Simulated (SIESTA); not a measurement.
Runs of SIESTA 5.4.2 on MoS2. Symmetry: R3m, No. 160, trigonal system. The conventional cell has a = 3.160 Å, b = 3.160 Å, c = 18.450 Å, α = 90.00°, β = 90.00°, γ = 120.00°. Mo (site symmetry 3m) has 6 S at 2.39 Å as nearest neighbours. Around S (site symmetry 3m) lie 3 Mo at 2.39 Å. Around S (site symmetry 3m) lie 3 Mo at 2.39 Å. Measurements of this composition are mostly on another form, of space group No. 194.

```csv
level,potentials or basis,gap on the mesh (eV),pressure (GPa),largest force (eV/Å)
PW91,"PseudoDojo 0.4 standard (PBE files), DZP (energy shift 0.003 Ry; two zetas on semicore shells)",1.13,8.8,(b)
BLYP,"PseudoDojo 0.4 standard (PBE files), DZP (energy shift 0.003 Ry; two zetas on semicore shells)",1.15,16.2,1.39
WC,"PseudoDojo 0.4 standard (PBEsol files), DZP (energy shift 0.003 Ry; two zetas on semicore shells)",1.10,4.2,0.79
LDA,"PseudoDojo 0.4 standard (LDA files), DZP (energy shift 0.003 Ry; two zetas on semicore shells)",1.08,(a),0.53
revPBE,"PseudoDojo 0.4 standard (PBE files), DZP (energy shift 0.003 Ry; two zetas on semicore shells)",1.17,10.0,0.97
```

Alike in all rows: task single point; no spin polarisation; cell as given; k mesh 7 × 7 × 7; smearing fermi-dirac 0.05 eV; grid cutoff 800 Ry; energy shift 0.003 Ry.

**Question.** Fill in the values left out.

**Answer.** (a) 0.6; (b) 1.00.

Caveats: an odd mesh through Γ misses points on the zone boundary, where band edges often lie; the basis of atomic orbitals isn't converged, which shifts pressures, moduli and gaps; the potentials were made for another functional, which shifts forces and pressure (some runs).

A k mesh can miss the band edges, and the runs leave out spin-orbit coupling on Mo.

Runs at the PBE level aren't shown here.
